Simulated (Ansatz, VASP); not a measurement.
# W: VASP beside Ansatz

```xyz
1
Lattice="-1.5842 1.5842 1.5842 1.5842 -1.5842 1.5842 1.5842 1.5842 -1.5842" Properties=species:S:1:pos:R:3 pbc="T T T"
W     0.0000    0.0000    0.0000
```

Alike in both runs: task single point; functional r2SCAN; k mesh 18 × 18 × 18; occupations gaussian, width 0.1 eV; no spin polarisation.

```csv
,VASP,Ansatz
version,VASP 6.6.1,Ansatz 0.2.0
potentials or method,"VASP PAW PBE potentials, release 64 (W_sv)","scalar-relativistic, plane waves, PAW"
plane-wave cutoff (eV),520,500
valence electrons in the cell,14,14
```

|  | VASP | Ansatz | Ansatz less VASP |
| --- | --- | --- | --- |
| gap on the k mesh at the Fermi level (eV) | none | none | - |
| pressure (GPa) | 1.2 | 0.0 | -1.25 |

A gap of «none» marks a metal or a gap that the smearing closes.

Caveats: the PAW data sets were made with another functional, which shifts forces and pressure a little (VASP). Spin-orbit coupling is left out, which matters for the levels of W.
